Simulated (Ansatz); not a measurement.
**Phonon spectrum of MgO**

The calculation used Ansatz 0.2.0, DFT PBE, scalar-relativistic, plane waves, PAW. Settings: 420 eV plane-wave cutoff, Γ-centred 12×12×12 mesh, fixed occupations. No spin polarisation. Phonons by linear response, acoustic sum rule imposed.

The cell, relaxed at this level:
```yaml
crystal:
  lattice:
    - [0.00000, 2.12691, 2.12691]
    - [2.12691, 0.00000, 2.12691]
    - [2.12691, 2.12691, 0.00000]
  atoms:
    - { symbol: Mg, position: [0.00000, 0.00000, 0.00000] }
    - { symbol: O, position: [0.50000, 0.50000, 0.50000] }
```

The cell has the rock salt type, in a space group that the Crystallography Open Database lists for this formula; it was reached from a generator's guess.

Force constants from linear response on a 4×4×4 q mesh.

Path: Γ–X–U | K–Γ–L–W–X. Only the points of the 4×4×4 mesh were computed; the rest is interpolation, which is rough on so few points. On the mesh no mode is imaginary. Distance along the path (Å⁻¹), then the branches (cm⁻¹, negative for imaginary; the LO field is included):
```
0.000  0 0 0 365 365 678
0.185  62 62 87 367 367 672
0.369  121 121 169 373 373 655
0.554  171 171 243 381 381 628
0.739  211 211 306 390 390 596
0.923  240 240 354 400 400 565
1.108  262 262 384 410 410 541
1.292  275 275 397 416 416 529
1.477  280 280 400 418 418 526
1.542  280 282 400 418 419 525
1.608  280 287 399 416 422 524
1.673  280 297 397 414 427 522
1.738  280 309 395 410 433 519
1.804  281 323 392 406 441 516
1.869  281 338 388 401 449 511
1.934  281 353 383 396 458 506
1.999  282 368 378 389 467 500
1.999  282 368 378 389 467 500
2.195  278 357 369 402 477 498
2.391  264 330 353 407 450 537
2.587  235 295 347 383 423 578
2.783  197 249 337 347 401 614
2.978  153 194 272 350 386 642
3.174  105 132 192 356 375 662
3.370  54 67 99 362 367 674
3.566  0 0 0 365 365 678
3.566  0 0 0 365 365 678
3.726  48 48 84 364 364 676
3.886  93 93 165 363 363 670
4.046  135 135 243 361 361 661
4.206  172 172 315 358 358 647
4.365  204 204 354 354 381 629
4.525  231 231 348 348 440 605
4.685  250 250 341 341 492 576
4.845  258 258 338 338 527 548
4.976  259 262 340 345 522 546
5.106  262 274 346 365 508 541
5.237  268 291 355 389 488 534
5.367  276 310 368 412 465 523
5.498  288 329 382 416 454 510
5.628  302 344 395 398 463 495
5.759  318 354 371 413 472 481
5.890  328 357 357 420 474 474
5.982  326 346 367 420 463 486
6.074  321 334 376 420 452 496
6.167  314 321 383 420 442 505
6.259  304 309 389 420 434 512
6.351  295 297 394 419 427 518
6.444  287 288 397 419 422 522
6.536  282 282 399 418 419 525
6.628  280 280 400 418 418 526
```
